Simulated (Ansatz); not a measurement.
This Ansatz input for Mg₂Si was spoiled on purpose:

```yaml
crystal:
  lattice:
    - [0.0, 3.1824726603, 3.1824726603]
    - [3.1824726603, 0.0, 3.1824726603]
    - [3.1824726603, 3.1824726603, 0.0]
  atoms:
    - { symbol: Mg, position: [0.25, 0.25, 0.25], spin: 2.0 }
    - { symbol: Mg, position: [0.75, 0.75, 0.75] }
    - { symbol: Si, position: [0.0, 0.0, 0.0] }
basis:
  ecutwfc: 420
  ecutrho_ratio: 4
kpoints:
  mp_grid: { grid: [10, 10, 10] }
hamiltonian:
  xc: pbe
scf:
  occupations: { method: gaussian, width: 0.05 }
  max_iter: 100
output:
  forces: true
  stress: true
```

Launched as:
```sh
ansatz run input.yaml --threads 4 --pin off --max-ram 7168MiB --backend cpu --events-out ev --progress --plain --runs-dir out
```

Problem. What is wrong with it?

Solution. A moment without spin polarisation. Against the sound input: crystal.atoms[0].spin: 2.0 (the cap on iterations is only a precaution).

What the program printed:

```
Error: inconsistent input (magnetization.spin_polarized): false but per-atom `spin:`, `per_species`, `initial_magnetization`, `magnetic_field`, or `spin_locking` is set
```

The input was refused before any iteration. Run time: 0.02 s on 4 threads of Arm Neoverse V2, on a shared host, peak memory 0.03 GiB. The run before the change (PBE, 420 eV, 10×10×10 mesh) gave:

```tsv
run	P (GPa)	gap on the mesh (eV)	cell moment (μB)	largest force component (eV/Å)
sound	0.0	0.22	–	0.000
```

The chain of runs began from a cell as deposited in COD, expanded in volume.
